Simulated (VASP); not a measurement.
# Sb in VASP: notebook

Aim: see how the results for Sb move with the level of theory and the settings. Levels: PBEsol, PBE, PBE0, HSE06. Tasks: single point.

Program: VASP 6.6.1. These are calculated values, not measurements. Logs are shortened: lines on timing, memory, paths and dates and some standing lists are left out, and cuts for length are marked.

### 1 The structure

The cell holds a slab with vacuum, 1 atom: a = 3.355 Å, b = 3.355 Å, c = 15.000 Å, α = 90.00°, β = 90.00°, γ = 120.00°.

The slab is cut from a database's or a generator's crystal, which needn't be the stable form of the element.

### 2 Single point, PBEsol

File INCAR:

```
PREC = Accurate ; ENCUT = 400
EDIFF = 1E-7 ; ISMEAR = 1
SIGMA = 0.1 ; LREAL = F
LASPH = T ; NELM = 120
ALGO = Normal ; ISIF = 2
LWAVE = F ; LCHARG = F
LDIPOL = T ; IDIPOL = 3
DIPOL = 0.5 0.5 0.500 ; GGA = PS
NBANDS = 12 ; LVHAR = T
LVACPOTAV = T
```

File KPOINTS:

```
Automatic mesh
0
Gamma
  17 17 1
```

File POSCAR:

```
Sb
1.0
    3.3545324200      0.0000000000      0.0000000000
   -1.6772662100      2.9051102900      0.0000000000
    0.0000000000      0.0000000000     15.0000000000
Sb
1
Direct
    0.6666666667      0.3333333333      0.5000000000
```

Potentials or basis: VASP PAW PBE potentials, release 64 (Sb).

Started as:

```console
$ cat potpaw_PBE.64/Sb/POTCAR > POTCAR
$ mpirun -np 1 vasp_std > vasp.out
```

OUTCAR:

```text
PREC = Accurate
   ENCUT = 400
   EDIFF = 1E-7
   ISMEAR = 1
   LREAL = F
   LASPH = T
   NELM = 120
   ISIF = 2
   GGA = PS

 Found     33 irreducible k-points:

 Following reciprocal coordinates:
            Coordinates               Weight
  0.000000  0.000000  0.000000      1.000000
  0.058824  0.000000  0.000000      6.000000
  0.117647  0.000000  0.000000      6.000000
  0.176471 -0.000000  0.000000      6.000000
  0.235294  0.000000  0.000000      6.000000
  0.294118  0.000000  0.000000      6.000000
   k-points           NKPTS =     33   k-points in BZ     NKDIM =     33   number of bands    NBANDS=     12
   number of dos      NEDOS =    301   number of ions     NIONS =      1
   total plane-waves  NPLWV =  56448
   dimension x,y,z NGX =    24 NGY =   24 NGZ =   98
   dimension x,y,z NGXF=    48 NGYF=   48 NGZF=  196
   ions per type =               1
   NGX,Y,Z   is equivalent  to a cutoff of  11.89, 11.89, 10.86 a.u.
   NGXF,Y,Z  is equivalent  to a cutoff of  23.79, 23.79, 21.72 a.u.
 SYSTEM =  unknown system
   PREC   = accura    normal or accurate (medium, high low for compatibility)
   ISTART =      0    job   : 0-new  1-cont  2-samecut
   ICHARG =      2    charge: 1-file 2-atom 10-const
   ISPIN  =      1    spin polarized calculation?
   LNONCOLLINEAR =      F non collinear calculations
   LSORBIT =      F    spin-orbit coupling
   LASPH  =      T    aspherical Exc in radial PAW
   ENCUT  =  400.0 eV  29.40 Ry    5.42 a.u.   5.47  5.47 24.46*2*pi/ulx,y,z
   NELM   =    120;   NELMIN=  2; NELMDL= -5     # of ELM steps
   EDIFF  = 0.1E-06   stopping-criterion for ELM
   LREAL  =      F    real-space projection
   EDIFFG = 0.1E-05   stopping-criterion for IOM
   NSW    =      0    number of steps for IOM
   IBRION =     -1    ionic relax: 0-MD 1-quasi-New 2-CG
   NFREE  =      0    steps in history (QN), initial steepest desc. (CG)
   ISIF   =      2    stress and relaxation
   ISYM   =      2    0-nonsym 1-usesym 2-fastsym
   POTIM  = 0.5000    time-step for ionic-motion
   TEBEG  =    0.0;   TEEND  =   0.0 temperature during run
   PSTRESS=    0.0 pullay stress
   NELECT =       5.0000    total number of electrons
   NUPDOWN=      -1.0000    fix difference up-down
   EMIN   =  10.00;   EMAX   =-10.00  energy-range for DOS
   EFERMI =   0.00;   METHOD = LEGACY
   ISMEAR =     1;   SIGMA  =   0.10  broadening in eV -4-tet -1-fermi 0-gaus
   EFERMI_NEDOS =   21; number of points for ismear=-14 and -15
   IALGO  =     38    algorithm
   IMIX   =      4    mixing-type and parameters
     AMIX     =   0.40;   BMIX     =  1.00
     AMIX_MAG =   1.60;   BMIX_MAG =  1.00
  volume/ion in A,a.u.               =     146.18       986.47
  Fermi-wavevector in a.u.,A,eV,Ry     =   0.531418  1.004234  3.842354  0.282405
  Thomas-Fermi vector in A             =   1.554433
   LORBIT       =      0    0 simple, 1 ext, 2 COOP (PROOUT), +10 PAW based schemes
   GGA     = PS    functional components
   LHFCALC =     F    Hartree Fock is set to
   AEXX    =    0.0000 exact exchange contribution
   IVDW    =     0    specifies the selected vdW correction
   LEPSILON=     F    determine dielectric tensor
   LRPA    =     F    only Hartree local field effects (RPA)
 non-spin polarized calculation
 Methfessel and Paxton  Order N= 1 SIGMA  =   0.10
  energy-cutoff  :      400.00
  volume of cell :      146.18
 maximum number of plane-waves:      2701
 NGX is ok and might be reduce to    24

 number of electron       4.9999999 magnetization

 dipolmoment           0.000000      0.000000     -0.000000 electrons x Angstroem

 Free energy of the ion-electron system (eV)
  ---------------------------------------------------
  ext. energy  EPLUGINS =         0.00000000
  ---------------------------------------------------
  free energy    TOTEN  =        -3.58809435 eV

  energy without entropy =       -3.58818625  energy(sigma->0) =       -3.58812498

 E-fermi :  -2.3816     XC(G=0):  -2.9345

 val. band max:       -2.4657334296   @ k =   0.4118   0.1765   0.0000
 cond. band min:      -2.3764339332   @ k =   0.3529   0.1765   0.0000
 fundamental gap:      0.0892994963
 Fermi energy:        -2.3815553819

 k-point     1 :       0.0000    0.0000    0.0000
  band No.  band energies     occupation
      1     -13.1441      2.00000
      2      -4.7184      2.00000
      3       1.1544      0.00000
      4       2.4053      0.00000
      5       2.7976      0.00000
      6       2.8023      0.00000
      7       2.8023      0.00000
      8       5.1570      0.00000
      9       5.4369      0.00000
     10       8.0861      0.00000
     11       8.4848      0.00000
     12       8.4848      0.00000

 k-point     2 :       0.0588    0.0000    0.0000
  band No.  band energies     occupation
      1     -13.0854      2.00000
      2      -4.6603      2.00000
      3       1.2148      0.00000
      4       2.2711      0.00000
      5       2.4652      0.00000
      6       2.6499      0.00000
      7       2.8589      0.00000
      8       5.2136      0.00000
      9       5.5003      0.00000
     10       7.7080      0.00000
     11       8.5018      0.00000
     12       8.7171      0.00000

 k-point     3 :       0.1176    0.0000    0.0000
  band No.  band energies     occupation
      1     -12.9103      2.00000
      2      -4.4871      2.00000
      3       1.0512      0.00000
      4       1.3972      0.00000
      5       2.2621      0.00000
      6       2.6438      0.00000
      7       3.0423      0.00000
      8       5.3794      0.00000
      9       5.6822      0.00000
     10       6.8556      0.00000
     11       9.1460      0.00000
     12       9.3289      0.00000

 k-point     4 :       0.1765   -0.0000    0.0000
  band No.  band energies     occupation
      1     -12.6211      2.00000
      2      -4.2036      2.00000
      3      -0.4007     -0.00000
      4       1.6987      0.00000
      5       1.7689      0.00000
      6       2.9376      0.00000
      7       3.3480      0.00000
      8       5.6319      0.00000
      9       5.9542      0.00000
     10       6.1775      0.00000
     11       8.0542      0.00000
     12      10.0422      0.00000

 k-point     5 :       0.2353    0.0000    0.0000
  band No.  band energies     occupation
      1     -12.2234      2.00000
      2      -3.8190      2.00000
      3      -1.8801     -0.00000
      4       1.2699      0.00000
      5       2.1216      0.00000
      6       3.3339      0.00000
      7       3.7760      0.00000
      8       5.5617      0.00000
      9       5.8105      0.00000
     10       6.4198      0.00000
     11       6.9985      0.00000
     12      10.3919      0.00000

 k-point     6 :       0.2941    0.0000    0.0000
  band No.  band energies     occupation
      1     -11.7293      2.00000
      2      -3.3507      2.00000
      3      -3.2899      2.00000
      4       0.8252      0.00000
      5       2.6654      0.00000
      6       3.7645      0.00000
      7       4.3261      0.00000
      8       5.1198      0.00000
      9       5.2548      0.00000
     10       6.9358      0.00000
     11       6.9558      0.00000
     12       9.8032      0.00000

 [... further k-points ...]
[... 5 lines left out ...]
  --------------------------------------------------------------------------------------
  -------------------------------------------------------------------------------------
  Total       -2.4584657     -2.4584656     -0.0020730      0.0000000      0.0000000      0.0000000
  in kB      -26.9456616    -26.9456615     -0.0227213      0.0000000      0.0000000      0.0000000
  external PRESSURE =     -17.9713481 kB  Pullay stress =       0.0000000 kB

 VOLUME and BASIS-vectors are now :
 -----------------------------------------------------------------------------
  energy-cutoff  :      400.00
  volume of cell :      146.18
      direct lattice vectors                 reciprocal lattice vectors
     3.354532420  0.000000000  0.000000000     0.298104139  0.172110505  0.000000000
    -1.677266210  2.905110290  0.000000000     0.000000000  0.344221011  0.000000000
     0.000000000  0.000000000 15.000000000     0.000000000  0.000000000  0.066666667

 POSITION                                       TOTAL-FORCE (eV/Angst)
 -----------------------------------------------------------------------------------
      1.67727      0.96837      7.50000        -0.000000      0.000000      0.000000
 -----------------------------------------------------------------------------------
    total drift:                               -0.000000      0.000000     -0.000000

  FREE ENERGIE OF THE ION-ELECTRON SYSTEM (eV)
  ---------------------------------------------------
  free  energy   TOTEN  =        -3.5880943455 eV

  energy  without entropy=       -3.5881862527  energy(sigma->0) =       -3.58812498

 vacuum level on the upper side and lower side of the slab         2.411         2.411
```

Run time: 19 s. Hardware: 1 thread of Intel Xeon 6975P-C (Granite Rapids), shared host; peak memory 0.22 GiB.

The run converged, but some of its settings lie outside the range that counts as converged, so its numbers aren't taken as properties of the slab.

What came out:

- Free energy: -3.5881 eV
- Band gap on the k mesh: none (metal or under the smearing width)
- Work function of the upper face: 4.79 eV
- Work function of the lower face: 4.79 eV

Caveat: the PAW data sets were made with another functional, which shifts forces and pressure a little.

### 3 Single point, PBE

This run uses another cell than the first one: it holds 2 atoms, not 1.

File INCAR:

```
  ALGO = Fast
  EDIFF = 1E-6
  ENCUT = 500
  GGA = PE
  ISIF = 2
  ISMEAR = 0
  LASPH = True
  LCHARG = False
  LREAL = False
  LWAVE = False
  NBANDS = 22
  NELM = 60
  PREC = Accurate
  SIGMA = 0.02
```

File KPOINTS:

```
k-points
0
Gamma
  4 4 3
```

File POSCAR:

```
Sb
1.0
    3.3545324186      0.0000000000      0.0000000000
   -1.6772662093      2.9051102923      0.0000000000
    0.0000000000      0.0000000000      5.4701606500
Sb
2
Direct
    0.6666666667      0.3333333333      0.7500000000
    0.3333333333      0.6666666667      0.2500000000
```

Potentials or basis: VASP PAW PBE potentials, release 64 (Sb_d_GW).

Started as:

```console
$ cat potpaw_PBE.64/Sb_d_GW/POTCAR > POTCAR
$ mpirun -np 1 vasp_std > vasp.out
```

It took 14 s on 1 thread of Intel Xeon Platinum 8488C (Sapphire Rapids), shared host; peak memory 0.15 GiB.

The run converged. Its results:

* Free energy: -7.8295 eV
* Pressure: 2.0 GPa
* Band gap on the k mesh: none (metal or under the smearing width)

Stress tensor (GPa, compression positive):
```
 3.90  0.00  0.00
 0.00  3.90  0.00
 0.00  0.00 -1.67
```

Levels at points of the mesh, in eV from the Fermi level:
```tsv
k point	band 11	band 12	band 13	band 14	band 15	band 16	band 17	band 18
(0.00, 0.00, 0.00)	-12.77	-8.91	-5.67	3.85	3.85	5.50	5.50	5.70
(0.50, 0.00, 0.00)	-9.16	-7.85	-4.09	-2.82	-2.09	0.06	0.62	3.95
```

Caveat: the k mesh is coarse (spacing up to 0.54 Å⁻¹), so the values aren't converged. The run has no spin-orbit coupling, so splittings on Sb are missing.

[end of part 1 of 3]
